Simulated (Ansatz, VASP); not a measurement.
Given: the input of a run of Ansatz 0.2.0 on Ag.

The input input.yaml:

```yaml
crystal:
  lattice:
    - [2.8668289465, 0.0, 0.0]
    - [-1.4334144733, 2.482746696, 0.0]
    - [0.0, 0.0, 9.9328838838]
  atoms:
    - { symbol: Ag, position: [0.0, 0.0, 0.5] }
    - { symbol: Ag, position: [0.0, 0.0, 0.0] }
    - { symbol: Ag, position: [0.6666666667, 0.3333333333, 0.75] }
    - { symbol: Ag, position: [0.3333333333, 0.6666666667, 0.25] }
hamiltonian:
  xc: pbesol
  pseudopotentials: { kind: paw }
kpoints:
  mp_grid: { grid: [11, 11, 3] }
scf:
  occupations: { method: fermi_dirac, width: 0.05 }
output:
  forces: true
  stress: true
  eigenvalues: true
```

Potentials or basis: Ansatz PAW.

Command:

```sh
$ ansatz run input.yaml --threads 1 --pin off --max-ram 3584MiB --backend cpu --events-out ev --progress --plain --runs-dir out
```

Task: Translate it to VASP 6.6.1. Potentials there: VASP PAW PBE potentials, release 64 (Ag).

Result: As run (the cutoff follows the program's own potentials):

The input INCAR:

```
PREC = Accurate
ENCUT = 520
EDIFF = 1E-7
ISMEAR = -1
SIGMA = 0.05
LREAL = F
LASPH = T
NELM = 100
ALGO = Normal
ISIF = 2
LWAVE = F
LCHARG = F
GGA = PS
NBANDS = 30
```

File KPOINTS:

```
Automatic mesh
0
Gamma
  11 11 3
```

The input POSCAR:

```
Ag
1.0
    2.8668289465      0.0000000000      0.0000000000
   -1.4334144733      2.4827466960      0.0000000000
    0.0000000000      0.0000000000      9.9328838838
Ag
4
Direct
    0.0000000000      0.0000000000      0.5000000000
    0.0000000000      0.0000000000      0.0000000000
    0.6666666667      0.3333333333      0.7500000000
    0.3333333333      0.6666666667      0.2500000000
```

Potentials or basis: VASP PAW PBE potentials, release 64 (Ag).

The run is started by

```sh
$ cat potpaw_PBE.64/Ag/POTCAR > POTCAR
$ mpirun -np 1 vasp_std > vasp.out
```

Both were run:

|  | VASP | Ansatz | Ansatz less VASP |
| --- | --- | --- | --- |
| gap on the k mesh at the Fermi level (eV) | none | none | - |
| pressure (GPa) | -5.7 | -5.5 | +0.15 |
| largest component of the traceless stress (GPa) | 2.51 | 2.54 | +0.029 |

A gap of «none» marks a metal or a gap that the smearing closes. The two sets of potentials don't hold the same shells in valence.

Caveats: the PAW data sets were made with another functional, which shifts forces and pressure a little (VASP); the PAW data sets come from PBE, with cores solved anew for the run's functional, which leaves a small shift of forces and pressure (Ansatz).
